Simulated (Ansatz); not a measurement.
Profile along the Pb–I line in CsPbI3 (cubic perovskite)

CsPbI3 (cubic perovskite)

```cif
data_CsI3Pb
_chemical_formula_sum 'Cs1 Pb1 I3'
_space_group_name_H-M_alt 'Pm-3m'
_space_group_IT_number 221
_space_group_name_Hall '-P 4 2 3'
_cell_length_a 6.39047
_cell_length_b 6.39047
_cell_length_c 6.39047
_cell_angle_alpha 90.000
_cell_angle_beta 90.000
_cell_angle_gamma 90.000
loop_
_atom_site_label
_atom_site_type_symbol
_atom_site_symmetry_multiplicity
_atom_site_Wyckoff_symbol
_atom_site_fract_x
_atom_site_fract_y
_atom_site_fract_z
_atom_site_occupancy
Cs1 Cs 1 a 0.00000 0.00000 0.00000 1
Pb1 Pb 1 b 0.50000 0.50000 0.50000 1
I1 I 3 c 0.00000 0.50000 0.50000 1
```

Fields along a shortest Pb–I line of a {100} plane (3.20 Å), from Pb to I, interpolated on the slice's grid (step about 0.2 Å). The numbers are results of PBE (plane waves to 420 eV, PAW, scalar-relativistic; Ansatz, a quantum-chemistry and plane-wave program), not measurements. k mesh 5×5×5. Inside the PAW spheres the values are not all-electron values, and peaks at nuclei hang on which shells count as valence. CsPbI3 was relaxed with its symmetry unable to fall. Spin-orbit coupling is left out, though I and Pb are heavy. This is a high-temperature form of CsPbI3.

```
distance from Pb (Å)  valence electron density (e/Å³)  electron localisation function  density of the highest valence band (e/Å³)  density of the lowest conduction band (e/Å³)
--------------------  -------------------------------  ------------------------------  ------------------------------------------  --------------------------------------------
0.00                                            10.26                               x                                       0.016                                         0.002
0.16                                             9.31                               x                                       0.021                                         0.026
0.32                                             7.12                               x                                       0.033                                         0.043
0.48                                             4.80                               x                                       0.042                                         0.023
0.64                                             2.88                            0.28                                       0.043                                         0.004
0.80                                             1.55                            0.42                                       0.036                                         0.023
0.96                                             0.79                            0.42                                       0.026                                         0.050
1.12                                             0.43                            0.34                                       0.017                                         0.058
1.28                                             0.27                            0.26                                       0.012                                         0.054
1.44                                             0.21                            0.23                                       0.012                                         0.043
1.60                                             0.20                            0.32                                       0.017                                         0.032
1.76                                             0.25                            0.51                                       0.027                                         0.023
1.92                                             0.34                            0.65                                       0.042                                         0.017
2.08                                             0.52                            0.66                                       0.062                                         0.014
2.24                                             0.75                            0.62                                       0.076                                         0.013
2.40                                             1.15                            0.58                                       0.076                                         0.015
2.56                                             2.98                            0.47                                       0.052                                         0.017
2.72                                             7.64                               x                                       0.022                                         0.018
2.88                                            13.60                               x                                       0.005                                         0.018
3.04                                            17.65                               x                                       0.001                                         0.016
3.20                                            19.08                               x                                       0.001                                         0.015
```

x: too close to a nucleus for the ELF to mean much. Band densities are of whole bands, smooth part only.

Density on the Pb–I line (3.20 Å) at its density minimum, 1.5 Å from Pb: 0.20 e/Å³. ELF at that point: 0.3. ELF maximum in the middle third of the Pb–I line: 0.67, 2.0 Å from Pb.
